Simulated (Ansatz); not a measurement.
Wires are cut from relaxed bulk GaN (P6_3mc, 11.76 Å³/atom, gap on the mesh 1.71 eV); atoms and period are relaxed, and energies count from that bulk.

These are results of DFT PBE, scalar-relativistic, plane waves, PAW in Ansatz 0.2.0, not measurements.

Cutoff 420 eV; k points 1×1×6 on the computed 12-atom cell (Γ-centred); Gaussian smearing, width 0.05 eV; collinear spin from starting moments 0.3 0.3 0.3 0.3 0.3 0.3 0.3 0.3 0.3 0.3 0.3 0.3 μB.

Start ([001] wire, 12 host atoms a period):

```xyz
12
Lattice="13.8000 0.0000 0.0000 0.0000 13.0000 0.0000 0.0000 0.0000 5.2430" Properties=species:S:1:pos:R:3 pbc="T T T"
Ga    4.4862    5.5709    5.2385
Ga    7.7046    5.5709    5.2385
Ga    6.0954    8.3582    5.2385
Ga    6.0954    4.6418    2.6170
Ga    9.3138    4.6418    2.6170
Ga    7.7046    7.4291    2.6170
N     4.4862    5.5709    1.9707
N     7.7046    5.5709    1.9707
N     6.0954    8.3582    1.9707
N     6.0954    4.6418    4.5922
N     9.3138    4.6418    4.5922
N     7.7046    7.4291    4.5922
```

Task: What does the relaxation give?

Result: The free energy falls by 342 meV/atom. It ends far from its start (an atom moved by over half a bond, or the period changed much).

```
excess energy (eV per host atom)                      : 1.024
line energy (eV/Å)                                    : 2.209
period (Å)                                            : 5.565
gap on the mesh (eV)                                  : 0.99
highest filled level or Fermi level under vacuum (eV) : 5.58
size of the moment (μB per cell)                      : 0.00
```

Relaxed structure:
```yaml
crystal:
  lattice:
    - [13.80000, 0.00000, 0.00000]
    - [0.00000, 13.00000, 0.00000]
    - [0.00000, 0.00000, 5.56520]
  atoms:
    - { symbol: Ga, position: [0.34679, 0.34548, 0.05509] }
    - { symbol: Ga, position: [0.55491, 0.43038, 0.98467] }
    - { symbol: Ga, position: [0.52124, 0.66431, 0.05508] }
    - { symbol: Ga, position: [0.41446, 0.37560, 0.50862] }
    - { symbol: Ga, position: [0.63184, 0.38303, 0.55992] }
    - { symbol: Ga, position: [0.53011, 0.58703, 0.50853] }
    - { symbol: N, position: [0.30373, 0.33714, 0.35235] }
    - { symbol: N, position: [0.53862, 0.44050, 0.34706] }
    - { symbol: N, position: [0.50672, 0.70824, 0.35228] }
    - { symbol: N, position: [0.43681, 0.36821, 0.83358] }
    - { symbol: N, position: [0.66741, 0.36114, 0.85931] }
    - { symbol: N, position: [0.54735, 0.57014, 0.83349] }
```

Each run keeps its start's symmetry and one magnetic start, so lower states can exist.

The run took 10 min on 4 threads of Intel(R) Xeon(R) Platinum 8259CL CPU @ 2.50GHz (Skylake/Cascade Lake) (shared host), peak memory 1.9 GiB.